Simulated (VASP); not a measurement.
Wanted: the native input for a VASP 6.6.1 run.

```yaml
Task: single point
Functional: PBE
Potentials_or_basis: VASP PAW PBE potentials, release 64 (Zr_sv, B)
Cutoff: 520 eV
k_mesh: 18 × 18 × 18
Occupations: gaussian, width 0.15 eV
Spin: no spin polarisation
Dipole_correction: no
Further_INCAR_settings: ALGO = Fast; EDIFF = 1e-06; NBANDS = 14
```

The structure of ZrB lies in POSCAR:

```
ZrB
1.0
    0.0000000000      2.2087500000      2.2087500000
    2.3250000000     -0.1162500000      2.3250000000
    2.3250000000      2.3250000000     -0.1162500000
Zr B
1 1
Direct
    0.0000000000      0.0000000000      0.0000000000
    0.5000000000      0.5000000000      0.5000000000
```

The cell isn't the ideal one: strain -0.1000 x Voigt [0, 0, 0, 1, 0, 0], atoms carried along.

These files were run (other wordings do the same):

INCAR

```
SYSTEM = ZrB
PREC = Accurate ; ENCUT = 520
EDIFF = 1E-6 ; ISMEAR = 0
SIGMA = 0.15 ; LREAL = .FALSE.
LASPH = .TRUE. ; NELM = 100
ALGO = Fast ; ISIF = 2
LWAVE = .FALSE. ; LCHARG = .FALSE.
GGA = PE ; NBANDS = 14
```

KPOINTS

```
regular mesh
0
G
  18 18 18
  0 0 0
```

Potentials or basis: VASP PAW PBE potentials, release 64 (Zr_sv, B).

Command:

```console
$ cat potpaw_PBE.64/Zr_sv/POTCAR potpaw_PBE.64/B/POTCAR > POTCAR
$ mpirun -np 1 vasp_std > vasp.out
```

Results of the run:

| Property | Result |
| --- | --- |
| Pressure | 35.5 GPa |
| Band gap on the k mesh | none (metal or under the smearing width) |

Caveat: so large a pressure means that the cell lies far from this level's equilibrium, or that cutoff or potentials fall short.

Run time: 2.1 min on 1 thread of Intel(R) Xeon(R) 6975P-C (Granite Rapids), with other jobs on the host, peak memory 0.41 GiB.
